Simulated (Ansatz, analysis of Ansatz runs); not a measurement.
## ScOF (P2_1/c), V_F hop (2.7 Å): does the barrier depend on the cell? (q = +1)

Aim: the barrier of one jump in ScOF (P2_1/c) (V_F hop (2.7 Å), charge +1) in cells of several sizes and samplings, and what each costs. The smallest model is a cell of 24 host atoms with 1 F taken out.

Calculated with Ansatz 0.2.0; plane-wave PAW DFT, PBEsol; nudged elastic band between two relaxed defect structures at fixed charge in a uniform background.

## 1. Starting point

The cell holds 23 atoms: 8 Sc, 8 O and 7 F. Cell: a = 7.310 Å, b = 6.664 Å, c = 7.268 Å, α = 63.1°, β = 66.0°, γ = 62.5°. It derives from ScOF (space group P2_1/c). Nearest the centre at fractional (0.608, 0.300, 0.643): F18 at 1.29 Å, Sc8 at 1.86 Å, F19 at 2.20 Å, O14 at 2.39 Å, O13 at 2.57 Å, Sc5 at 2.63 Å, Sc3 at 2.70 Å, Sc1 at 2.87 Å. The cell carries charge +1.

The cell's shortest repeat is 6.7 Å.

## 2. The band in the smallest cell

In each cell both ends are relaxed first and a climbing-image band joins them. Strain fields of neighbouring copies, and their charges if any, can act otherwise on the top of the path than on its ends, so the barrier may drift with size.

Input file qp1_c24k8s.neb/input.yaml:

```yaml
crystal:
  lattice:
    - [-0.89924735, 5.12449098, 5.13529318]
    - [4.25451487, 0.0, 5.12971435]
    - [5.15376223, 5.12449098, -0.00557883]
  atoms:
    - { symbol: Sc, position: [0.04773969, 0.25321393, 0.43555193] }
    - { symbol: Sc, position: [0.53413746, 0.74838919, 0.9398131] }
    - { symbol: Sc, position: [0.42507353, 0.78161245, 0.53425582] }
    - { symbol: Sc, position: [0.93620824, 0.27394562, 0.03743143] }
    - { symbol: Sc, position: [0.47164101, 0.24415972, 0.05184292] }
    - { symbol: Sc, position: [0.9573814, 0.75351938, 0.56436142] }
    - { symbol: Sc, position: [0.06235035, 0.72331608, 0.96690316] }
    - { symbol: Sc, position: [0.55083529, 0.21591302, 0.46618781] }
    - { symbol: O, position: [0.10690347, 0.90451808, 0.63871385] }
    - { symbol: O, position: [0.60422305, 0.40198433, 0.13863213] }
    - { symbol: O, position: [0.14275173, 0.34665676, 0.10572955] }
    - { symbol: O, position: [0.63848181, 0.84319582, 0.60352745] }
    - { symbol: O, position: [0.39507847, 0.59322745, 0.85506806] }
    - { symbol: O, position: [0.87200767, 0.12730532, 0.37734198] }
    - { symbol: O, position: [0.36146046, 0.14507859, 0.3868191] }
    - { symbol: O, position: [0.8622426, 0.64868941, 0.89027731] }
    - { symbol: F, position: [-0.00553155, 0.6375314, 0.31425954] }
    - { symbol: F, position: [0.53099804, 0.13993315, 0.79424151] }
    - { symbol: F, position: [0.32641409, 0.53494457, 0.5143618] }
    - { symbol: F, position: [0.81161419, 0.03820225, 0.01751894] }
    - { symbol: F, position: [0.50324452, 0.84428112, 0.19698805] }
    - { symbol: F, position: [0.977358, 0.36490078, 0.6904784] }
    - { symbol: F, position: [0.19588177, 0.95415372, 0.9945378] }
total_charge: 1
basis:
  ecutwfc: 420
  xc_grid: 2
hamiltonian:
  xc: pbesol
kpoints:
  mp_grid: { grid: [2, 2, 2], shift: [0.5, 0.5, 0.5] }
scf:
  occupations: { method: fixed }
  max_iter: 120
output:
  forces: true
neb:
  images: 3
  f_tol: 0.04
  climbing: true
  initial_path: idpp
  max_iterations: 45
  order_check: false
  final_atoms:
    - { symbol: Sc, position: [0.03052663, 0.25147637, 0.44237785] }
    - { symbol: Sc, position: [0.53134043, 0.73196902, 0.95364507] }
    - { symbol: Sc, position: [0.4331608, 0.77427883, 0.54723473] }
    - { symbol: Sc, position: [0.9456428, 0.26679798, 0.03285385] }
    - { symbol: Sc, position: [0.46324341, 0.24014359, 0.07936059] }
    - { symbol: Sc, position: [0.96022216, 0.74663416, 0.56822792] }
    - { symbol: Sc, position: [0.05755781, 0.7213937, 0.97052429] }
    - { symbol: Sc, position: [0.56194596, 0.235483, 0.45683544] }
    - { symbol: O, position: [0.10729782, 0.90016623, 0.64233799] }
    - { symbol: O, position: [0.61076071, 0.39244825, 0.14307829] }
    - { symbol: O, position: [0.1423784, 0.34249873, 0.10951957] }
    - { symbol: O, position: [0.62006889, 0.87581671, 0.63257502] }
    - { symbol: O, position: [0.39386753, 0.58432479, 0.8660626] }
    - { symbol: O, position: [0.89177063, 0.09419709, 0.36178764] }
    - { symbol: O, position: [0.35887548, 0.14905077, 0.39757658] }
    - { symbol: O, position: [0.85891021, 0.64382785, 0.90022179] }
    - { symbol: F, position: [0.00216469, 0.64381339, 0.30881936] }
    - { symbol: F, position: [0.68309371, 0.44478064, 0.51084597] }
    - { symbol: F, position: [0.30712444, 0.53241893, 0.52615109] }
    - { symbol: F, position: [0.80053089, 0.04383632, 0.0008521] }
    - { symbol: F, position: [0.48338505, 0.87510283, 0.17749507] }
    - { symbol: F, position: [0.9805917, 0.366208, 0.69280407] }
    - { symbol: F, position: [0.20311225, 0.96400892, 0.97379079] }
```

Run with:

```sh
ansatz run input.yaml --threads 32 --pin off --max-ram 84787MiB --backend cuda --events-out ev --progress --plain --runs-dir out --max-vram 78GiB
```

Numbers of over 12 decimals in the logs are rounded to 6 here.

What it wrote:

```text
[... repeated set-up lines and file paths are left out, and long positions are rounded to six places ...]
Warning: neb: disabling space-group detection — the band's intermediate images generally break the endpoint symmetry, so no spatial operation reduces the k-mesh or symmetrises the density, except that a semilocal band can use its path's symmetry ahead of [...]
Engine: ansatz 0.2.0, aarch64-unknown-linux-gnu
Pseudopotentials: kind: paw
Pseudopotential: Sc, paw, valence charge 11, recommended cutoff 420 eV (normal), Sc.paw.azcp
Pseudopotential: O, paw, valence charge 6, recommended cutoff 420 eV (normal), O.paw.azcp
Pseudopotential: F, paw, valence charge 7, recommended cutoff 420 eV (normal), F.paw.azcp
Functional definition: PBEsol
  exchange = pbesol_x
  correlation = pbesol_c
parallel-image band execution: 3 concurrent image workers
NEB image 0
[...]
Crystal: 23 atoms, lattice volume = 271.199 Å³
Basis set: ecut = 420 eV, 5315 PW (Γ), exchange–correlation on 100×90×100 points (8 copies of the dense FFT grid, shifted against one another)
Bands: 115, of which v1, the nominal top of the filled ones, is band 92 counted from 1 (91 counted from 0)
Symmetry: 1 space group operations
k-points: 4 of 8 (time reversal used)
Non-local potential: Sc, projectors of the file, l = 0: 3, l = 1: 2, l = 2: 3, l = 3: 1
Non-local potential: O, projectors of the file, l = 0: 2, l = 1: 2, l = 2: 1
Non-local potential: F, projectors of the file, l = 0: 2, l = 1: 2, l = 2: 1
PAW form: soft (Blöchl's): semilocal exchange-correlation on the pseudo side does not see the compensation charge
PAW frozen core: Sc, regenerated for the run's functional, and the local potential with it (the file was generated under x = pbe(κ = 0.804, μ = 0.219515), c = pbe(β = 0.066725))
PAW frozen core: O, regenerated for the run's functional, and the local potential with it (the file was generated under x = pbe(κ = 0.804, μ = 0.219515), c = pbe(β = 0.066725))
PAW frozen core: F, regenerated for the run's functional, and the local potential with it (the file was generated under x = pbe(κ = 0.804, μ = 0.219515), c = pbe(β = 0.066725))
PAW one-centre angular grid: Sc, 590 points (default); XC on 64 Gauss nodes
PAW one-centre angular grid: O, 110 points (default); XC on 64 Gauss nodes
PAW one-centre angular grid: F, 110 points (default); XC on 64 Gauss nodes
Initial density: superposition of atomic densities (neutral atoms scaled as one to the charged cell's electrons: chi_scale 0, normalization atom), corrected by the library's trained network
Initial wavefunctions: pseudopotential atomic-orbital guess
[...]
Functional: x = pbesol(κ = 0.804, μ = 0.123457), c = pbesol(β = 0.046)
SCF iter   1: F=—  HF=-27037.235144 eV  |F-HF|=—  |Δ(HF+E_count)|=         —  Δρ=9.80e-3  dr2=3.35e-1  ethr=1.77e-3  ⟨swp⟩=4.5  Hψ=1431  notcnv=0  defer=82
[...]
SCF 3 converged in 10 iterations: F = -27036.794771 eV  dr2 = 1.31e-8
[...]
SCF 4 converged in 10 iterations: F = -27036.510096 eV  dr2 = 1.52e-8
[...]
SCF 5 converged in 10 iterations: F = -27036.801489 eV  dr2 = 1.53e-8
[...]
SCF 6 converged in 9 iterations: F = -27036.952540 eV  dr2 = 1.44e-8
[...]
SCF 7 converged in 9 iterations: F = -27036.751864 eV  dr2 = 1.99e-8
[...]
SCF 8 converged in 9 iterations: F = -27036.974105 eV  dr2 = 1.30e-8
[...]
SCF 17 converged in 7 iterations: F = -27037.034565 eV  dr2 = 2.79e-8
[...]
SCF 18 converged in 6 iterations: F = -27036.993474 eV  dr2 = 4.47e-8
[...]
SCF 19 converged in 7 iterations: F = -27036.816932 eV  dr2 = 1.22e-8
[...]
SCF 20 converged in 7 iterations: F = -27037.036042 eV  dr2 = 1.47e-8
[...]
SCF converged after 7 iterations
[...]
k-point 3: bands = ["-39.9825", "-39.8290", "-39.8248", "-39.6902", [... 51 left out ...] "3.1467", "3.2516", "3.3119", "3.4724"]
this run last wrote the band of iteration 6 to <dir>
--- NEB band (5 images, 6 band iterations, 165 SCF iterations) ---
  forward barrier  = 0.359385 eV
  backward barrier = 0.360337 eV
  climbing image's point = of an order that was not read
  energies are F+E_penalty+E_count in eV, relative to image 0
  image     s (Å)  Δ vs image 0  max|band force component| (eV/Å)
      0    0.0000      0.000000                                 —
      1    0.7024      0.182843                          2.760e-2
  *   2    1.4048      0.359385                          3.339e-2
      3    2.0779      0.140275                          3.662e-2
      4    2.7510     -0.000952                                 —
  climbing-image geometry (image 2):
  cell:  # Å, volume = 271.1990 Å³
    - [-0.89924735, 5.12449098, 5.13529318]
    - [4.25451487, 0.0, 5.12971435]
    - [5.15376223, 5.12449098, -0.00557883]
  atoms:
    - { symbol: Sc, position: [0.040119, 0.243296, 0.441964] }
    - { symbol: Sc, position: [0.531436, 0.734415, 0.953277] }
    - { symbol: Sc, position: [0.425152, 0.774251, 0.547405] }
    - { symbol: Sc, position: [0.945740, 0.267341, 0.033021] }
    - { symbol: Sc, position: [0.472474, 0.247206, 0.054943] }
    - { symbol: Sc, position: [0.956679, 0.747823, 0.566436] }
    - { symbol: Sc, position: [0.053176, 0.720734, 0.974184] }
    - { symbol: Sc, position: [0.557764, 0.223578, 0.460458] }
    - { symbol: O, position: [0.106108, 0.897453, 0.643741] }
    - { symbol: O, position: [0.608964, 0.393695, 0.139865] }
    - { symbol: O, position: [0.145952, 0.342514, 0.105813] }
    - { symbol: O, position: [0.623605, 0.861310, 0.625568] }
    - { symbol: O, position: [0.381555, 0.600331, 0.870665] }
    - { symbol: O, position: [0.887478, 0.103098, 0.362561] }
    - { symbol: O, position: [0.359905, 0.141595, 0.390905] }
    - { symbol: O, position: [0.859722, 0.644793, 0.895453] }
    - { symbol: F, position: [-0.037822, 0.636061, 0.321865] }
    - { symbol: F, position: [0.623857, 0.297112, 0.670370] }
    - { symbol: F, position: [0.313229, 0.556319, 0.487762] }
    - { symbol: F, position: [0.813094, 0.039970, 0.011725] }
    - { symbol: F, position: [0.502094, 0.869537, 0.173366] }
    - { symbol: F, position: [0.992052, 0.362258, 0.689059] }
    - { symbol: F, position: [0.205702, 0.964985, 0.984504] }
```

Wall time 5.1 s (1 × NVIDIA GB200 with 32 threads of Arm Neoverse V2, shared host); peak memory 1.3 GiB; 29 s of CPU time.

In the SCF lines HF is the Harris–Foulkes energy and dr2 the Hartree energy of the density residual, in eV; the loop may stop once dr2 is under the threshold and the program's other checks hold. Hψ counts applications of the Hamiltonian.

Images along the path:

| image | path (Å) | energy (eV) | F18: x, y, z (Å) |
| --- | --- | --- | --- |
| 0 | 0.000 | 0.0000 | 4.211, 6.791, 3.440 |
| 1 | 0.702 | 0.1828 | 4.203, 6.767, 4.072 |
| 2 | 1.405 | 0.3594 | 4.158, 6.632, 4.724 |
| 3 | 2.078 | 0.1403 | 4.041, 6.409, 5.319 |
| 4 | 2.751 | -0.0010 | 3.911, 6.118, 5.787 |

## 3. The series

The other cells are run alike, on 1 × NVIDIA GB200 with 32 threads of Arm Neoverse V2, shared host.

| host atoms | shortest repeat (Å) | k-points | forward (eV) | backward (eV) | hop length (Å) | iterations | time of the band | peak memory (GiB) |
| --- | --- | --- | --- | --- | --- | --- | --- | --- |
| 24 | 6.7 | a 2×2×2 shifted mesh | 0.359 | 0.360 | 2.46 | 6 | 5 s | 1.3 |
| 48 | 8.4 | the zone centre alone | 0.417 | 0.417 | 2.44 | 6 | 5 s | 1.5 |
| 48 | 8.4 | one point at (¼, ¼, ¼) | 0.405 | 0.405 | 2.45 | 6 | 6 s | 1.6 |
| 48 | 8.4 | a 2×2×2 shifted mesh | 0.409 | 0.409 | 2.45 | 6 | 9 s | 1.8 |
| 96 | 10.3 | one point at (¼, ¼, ¼) | 0.382 | 0.382 | 2.43 | 6 | 12 s | 2.4 |

Energies along each band (eV from the start):

| host atoms | k-points | energies |
| --- | --- | --- |
| 24 | a 2×2×2 shifted mesh | 0.000, 0.183, 0.359, 0.140, -0.001 |
| 48 | the zone centre alone | 0.000, 0.230, 0.417, 0.186, 0.000 |
| 48 | one point at (¼, ¼, ¼) | 0.000, 0.222, 0.405, 0.175, 0.000 |
| 48 | a 2×2×2 shifted mesh | 0.000, 0.224, 0.409, 0.178, 0.000 |
| 96 | one point at (¼, ¼, ¼) | 0.000, 0.169, 0.382, 0.195, 0.000 |

## 4. Outcome

| Property | Result |
| --- | --- |
| barrier, 24 atoms, a 2×2×2 shifted mesh | 0.359 eV |
| barrier, 48 atoms, the zone centre alone | 0.417 eV |
| barrier, 48 atoms, one point at (¼, ¼, ¼) | 0.405 eV |
| barrier, 48 atoms, a 2×2×2 shifted mesh | 0.409 eV |
| barrier, 96 atoms, one point at (¼, ¼, ¼) | 0.382 eV |

In words: The largest cell gives a barrier of 0.38 eV and the first set-up 0.36 eV; over the series the values spread by 0.06 eV. The last two differ by 0.027 eV, but the values don't run one way, so that doesn't show that the series has settled. From 24 atoms on it stays within 0.05 eV of the last value, at 42 % of the last band's time. One k-point samples cells of unlike shape differently, so the spread mixes size with sampling. No image-charge correction is applied. The order of the top as a saddle was not checked for all atoms, so a bent path could be lower. Keep in mind: one k-point off the zone centre stands for the whole zone.

[Logs are printed without paths, hosts, clocks, repeated set-up lines and the standing remarks that a program may print on its own settings, such as how far it seeks lower states.]

[Hosts, paths, dates, database ids (printed as entryN), source tags and the programs' standing remarks are cut or masked in the printed files.]
